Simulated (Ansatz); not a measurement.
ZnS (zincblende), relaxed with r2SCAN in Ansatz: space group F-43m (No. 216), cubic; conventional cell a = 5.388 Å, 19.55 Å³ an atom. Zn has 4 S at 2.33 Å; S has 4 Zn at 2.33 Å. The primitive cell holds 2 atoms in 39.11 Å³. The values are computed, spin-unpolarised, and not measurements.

Computed values: HSE06 (6×6×6) gives a least gap of 3.38 eV, direct. In PBE's bands the lowest conduction level rises by 0.267 eV from Γ to the point 0.1166 1/Å along Γ–X; the direct gap at Γ is 2.15 eV. r2SCAN's ε∞ is 5.43.

What is the density?
The cell holds 1 Zn, 1 S: M = 1×65.380 + 1×32.060 = 97.44 u in V = 39.11 Å³. ρ = 1.66054 × M/V = 1.66054 × 97.44/39.11 = 4.137 g/cm³, for the static r2SCAN lattice.

At what wavelength does absorption set in by HSE06, excitons left aside?
λ = 1239.84 eV nm/E: 367 nm for the least gap.

Estimate the electron mass at Γ from the rise of PBE's conduction level.
A parabola gives m*/mₑ = (ħ²/2mₑ) k²/ΔE = 3.810 × 0.1166²/0.267 = 0.194. The band flattens away from Γ; with E(1 + E/E_g) = ħ²k²/2m* the mass at the edge is 0.194/(1 + 0.267/2.15) = 0.173 (1/E_g is only a rough value for the bending). It is PBE's mass, and a gap that is too small makes it too light.

What refractive index and reflectivity at normal incidence follow, below the gap and above the phonons?
n = √5.43 = 2.330; R = ((n − 1)/(n + 1))² = (1.330/3.330)² = 16.0 % a face.

The meshes of the hybrids are coarse, so their gaps aren't converged to the digits shown.
